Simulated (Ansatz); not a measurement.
Runs of Ansatz 0.2.0 on NiO. It takes space group Fm-3m (No. 225, cubic). Conventional cell: a = 4.183 Å, b = 4.183 Å, c = 4.183 Å, α = 90.00°, β = 90.00°, γ = 90.00°. Around Ni (site symmetry m-3m) lie 6 O at 2.09 Å. O (site symmetry m-3m) is surrounded by 6 Ni at 2.09 Å. 

```tsv
level	spin	U	fixed moment (μB)	hubbard projectors	double counting	gap on the mesh (eV)	pressure (GPa)	moment (μB)
PBE+U	collinear, random start	Ni d U = 8 eV	-	ortho-atomic (the default)	fll (the default)	2.37	14.3	2.00
LDA+U	collinear, program default start	Ni d U = 8 eV	-	ortho-atomic (the default)	fll (the default)	2.35	-4.4	2.00
LDA+U	collinear, ferromagnetic start	Ni d U = 8 eV	4	ortho-atomic (the default)	fll (the default)	-	70.3	4.00
LDA	collinear, ferromagnetic start	-	3	-	-	-	(b)	3.00
PBE+U	non-collinear, random start, SOC	Ni d U = 7 eV	-	ortho-atomic (the default)	fll (the default)	2.30	(a)	-
```

Alike in all rows: task single point; potentials or basis Ansatz PAW; cell as given; k mesh 8 × 8 × 8; cutoff (eV) 420; smearing gaussian 0.05 eV.

Question: Fill in the values left out.

Answer: (a) 13.4; (b) 16.1.

Caveats: the magnetic or orbital state may not be the lowest (some runs); a cell with one magnetic atom can't hold antiferromagnetic order, which such compounds often take (some runs); the PAW data sets come from PBE, with cores solved anew for the run's functional, which leaves a small shift of forces and pressure (some runs); the thresholds are loose for stress (some runs); the total moment is fixed, so each spin has its own Fermi level (some runs); a pressure of tens of GPa on the cell as given is suspect, and the run, the potentials or the cell itself is likely at fault (some runs); moments are unreliable in this version under spin-orbit coupling with a hybrid or U, so they aren't listed (some runs).

A k mesh can miss the band edges.
